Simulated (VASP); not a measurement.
AlN: relaxation of cell and atoms with PBE+D3(BJ)

The system is AlN.

```
CELL_PARAMETERS angstrom
3.11300 0.00000 0.00000
-1.55650 2.69594 0.00000
0.00000 0.00000 4.98100
ATOMIC_POSITIONS crystal
Al 0.33333 0.66667 0.00000
Al 0.66667 0.33333 0.50000
N 0.33333 0.66667 0.38000
N 0.66667 0.33333 0.88000
```

| Quantity | Value |
| --- | --- |
| Program | VASP 6.6.1 |
| Task | relaxation of cell and atoms |
| Functional | PBE |
| Dispersion | D3(BJ) |
| Potentials or basis | VASP PAW PBE potentials, release 64 (Al, N) |
| Cutoff | 520 eV |
| k mesh | 12 × 12 × 6 |
| Occupations | gaussian, width 0.02 eV |
| Spin | no spin polarisation |
| Further INCAR settings | ALGO = Normal; EDIFF = 1e-07; IBRION = 2; EDIFFG = -0.002; NSW = 80; ISIF = 3 |

```yaml
Relaxed_volume: 10.41 Å³/atom
Relaxed_cell: a = 3.108 Å, b = 3.108 Å, c = 4.977 Å, α = 90.00°, β = 90.00°, γ = 120.00°
Space_group_after_relaxing_to_0.05_Å: P6_3mc (No. 186)
Energy_gained_by_relaxing: 0.4 meV/atom
Ionic_steps: 7
Pressure_after_relaxing: 0.0 GPa
Band_gap_on_the_k_mesh: 4.23 eV, direct
Dispersion_energy_per_atom: -0.269 eV
```

Step by step:
```tsv
step	energy change (eV)	largest force (eV/Å)	pressure (GPa)	volume (Å³)
1	0.0000	0.1281	-0.79	41.80
2	-0.0002	0.0927	0.74	41.49
3	-0.0016	0.0127	-0.02	41.64
4	-0.0017	0.0084	0.03	41.63
5	-0.0017	0.0047	0.07	41.62
6	-0.0017	0.0040	-0.07	41.64
7	-0.0017	0.0005	0.00	41.63
```

Final structure:
```yaml
crystal:
  lattice:
    - [3.10781, 0.00000, 0.00000]
    - [-1.55390, 2.69144, 0.00000]
    - [0.00000, 0.00000, 4.97696]
  atoms:
    - { symbol: Al, position: [0.33333, 0.66667, 0.99908] }
    - { symbol: Al, position: [0.66667, 0.33333, 0.49908] }
    - { symbol: N, position: [0.33333, 0.66667, 0.38092] }
    - { symbol: N, position: [0.66667, 0.33333, 0.88092] }
```

Levels at points of the mesh, in eV from the valence-band top:
```csv
k point,band 5,band 6,band 7,band 8,band 9,band 10,band 11,band 12
"(0.00, 0.00, 0.00)",-0.87,-0.22,-0.22,0.00,4.23,6.69,10.64,11.17
"(0.50, 0.00, 0.00)",-3.35,-2.10,-1.78,-0.70,5.81,5.82,8.21,10.30
"(0.00, 0.00, 0.50)",-0.55,-0.55,-0.55,-0.55,6.49,6.49,10.35,10.35
"(0.50, 0.00, 0.50)",-1.47,-1.47,-1.37,-1.37,5.32,5.32,9.27,9.27
```

It took 2.2 min on 1 thread of AMD EPYC 7R13 Processor (Zen 3), on a shared host, peak memory 0.16 GiB.

A k mesh can miss the band edges. As with any semilocal functional, this PBE gap is likely too small.
